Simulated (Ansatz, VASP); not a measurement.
## C: VASP beside Ansatz

Contents of INCAR:

```
PREC = Accurate
ENCUT = 520
EDIFF = 1E-6
ISMEAR = 0
SIGMA = 0.05
LREAL = False
LASPH = True
NELM = 80
ALGO = Normal
ISIF = 2
LWAVE = False
LCHARG = True
GGA = PS
LELF = True
LVHAR = True
NBANDS = 11
```

Contents of KPOINTS:

```
regular mesh
0
Gamma
  12 12 12
```

File POSCAR:

```
C
1.0
    0.0000000000      1.7120640000      1.7120640000
    1.7120640000      0.0000000000      1.7120640000
    1.7120640000      1.7120640000      0.0000000000
C
2
Direct
    0.5000000000      0.5000000000      0.5000000000
    0.7500000000      0.7500000000      0.7500000000
```

Input for Ansatz:

```yaml
crystal:
  lattice:
    - [0.0, 1.712064, 1.712064]
    - [1.712064, 0.0, 1.712064]
    - [1.712064, 1.712064, 0.0]
  atoms:
    - { symbol: C, position: [0.5, 0.5, 0.5] }
    - { symbol: C, position: [0.75, 0.75, 0.75] }
basis:
  ecutwfc: 420
kpoints:
  mp_grid: { grid: [12, 12, 12] }
hamiltonian:
  xc: pbesol
scf:
  occupations: { method: gaussian, width: 0.05 }
output:
  forces: true
  stress: true
  eigenvalues: true
```

Change from the starting cell: strain -0.040 along x and y, -0.040 along z, atoms carried along.

Alike in both runs: task single point; functional PBEsol; k mesh 12 × 12 × 12; occupations gaussian, width 0.05 eV; no spin polarisation.

|  | VASP | Ansatz |
| --- | --- | --- |
| version | VASP 6.6.1 | Ansatz 0.2.0 |
| potentials or method | VASP PAW PBE potentials, release 64 (C) | scalar-relativistic, plane waves, PAW |
| plane-wave cutoff (eV) | 520 | 420 |
| valence electrons in the cell | 8 | 8 |

```csv
,VASP,Ansatz,Ansatz less VASP
gap on the k mesh at the Fermi level (eV),4.33,4.34,+0.008
least direct gap on the mesh (eV),5.88,5.88,+0.004
pressure (GPa),63.1,61.4,-1.70
```

Caveats: the cell as given lies far from equilibrium; so large a pressure means that the cell lies far from this level's equilibrium, or that cutoff or potentials fall short (VASP); the potentials were made for another functional, which shifts forces and pressure (VASP).
